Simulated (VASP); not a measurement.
Wanted: the native input for a VASP 6.6.1 run.

- Task: single point
- Functional: PBE
- Potentials or basis: VASP PAW PBE potentials, release 64 (Si)
- Cutoff: 520 eV
- k mesh: 10 × 10 × 10
- Occupations: fermi-dirac, width 0.05 eV
- Spin: no spin polarisation
- Further INCAR settings: ALGO = Normal; EDIFF = 1e-07; NBANDS = 8

The structure of Si lies in POSCAR:

```
Si
1.0
    2.5321100000      0.0000000000      0.0000000000
    0.0000000000      2.5321100000      0.0000000000
    0.0000000000      0.0000000000      2.5321100000
Si
1
Direct
    0.5000000000      0.5000000000      0.5000000000
```

The cell was built by a generator and needn't be a form met in nature.

One way to write it, as run:

INCAR

```
ALGO = Normal
EDIFF = 1E-7
ENCUT = 520
GGA = PE
ISIF = 2
ISMEAR = -1
LASPH = T
LCHARG = F
LREAL = F
LWAVE = F
NBANDS = 8
NELM = 80
PREC = Accurate
SIGMA = 0.05
```

KPOINTS

```
k-points
0
Gamma
  10 10 10
```

Potentials or basis: VASP PAW PBE potentials, release 64 (Si).

Run with:

```bash
$ cat potpaw_PBE.64/Si/POTCAR > POTCAR
$ mpirun -np 1 vasp_std > vasp.out
```

It gave:

| Property | Result |
| --- | --- |
| Pressure | 0.2 GPa |
| Band gap on the k mesh | none (metal or under the smearing width) |

Wall time 2.6 s on 1 thread of Intel(R) Xeon(R) 6975P-C (Granite Rapids) (shared host), peak memory 0.11 GiB.
